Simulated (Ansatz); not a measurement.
Write the native input for Ansatz 0.2.0 that does the following.

| Property | Result |
| --- | --- |
| Task | relaxation of cell and atoms |
| Functional | LDA |
| Potentials or basis | all-electron LAPW, scalar-relativistic |
| Basis error allowed | 0.001 eV/atom |
| k mesh | 7 × 7 × 7 |
| Occupations | fermi-dirac, width 0.05 eV |
| Spin | no spin polarisation |

Crystal: SnTe.

```xyz
2
Lattice="0.0000 3.1509 3.1509 3.1509 0.0000 3.1509 3.1509 3.1509 0.0000" Properties=species:S:1:pos:R:3 pbc="T T T"
Te    3.1509    3.1509    3.1509
Sn    0.0000    0.0000    0.0000
```

These files were run (other wordings do the same):

input.yaml

```yaml
crystal:
  lattice:
    - [0.0, 3.15085, 3.15085]
    - [3.15085, 0.0, 3.15085]
    - [3.15085, 3.15085, 0.0]
  atoms:
    - { symbol: Te, position: [0.5, 0.5, 0.5] }
    - { symbol: Sn, position: [0.0, 0.0, 0.0] }
kpoints:
  mp_grid: { grid: [7, 7, 7] }
scf:
  occupations: { method: fermi_dirac, width: 0.05 }
hamiltonian:
  xc: lda
  pseudopotentials: { kind: all_electron, lapw: { basis_error: 0.001 } }
output:
  forces: true
  stress: true
relax:
  f_tol: 0.005
  max_steps: 60
  cell: {}
```

Potentials or basis: all-electron LAPW, scalar-relativistic.

The run is started by

```bash
$ ansatz run input.yaml --threads 1 --pin off --max-ram 3072MiB --backend cpu --events-out ev --progress --plain --runs-dir out
```

It gave:

```yaml
Relaxed_volume: 30.28 Å³/atom
Relaxed_cell: a = 4.408 Å, b = 4.408 Å, c = 4.408 Å, α = 60.00°, β = 60.00°, γ = 60.00°
Space_group_after_relaxing_to_0.05_Å: Fm-3m (No. 225)
Energy_gained_by_relaxing: 5.1 meV/atom
Ionic_steps: 4
Pressure_after_relaxing: 0.0 GPa
```

Wall time 16 s on 1 thread of Arm Neoverse V1, on a shared host, peak memory 0.28 GiB.
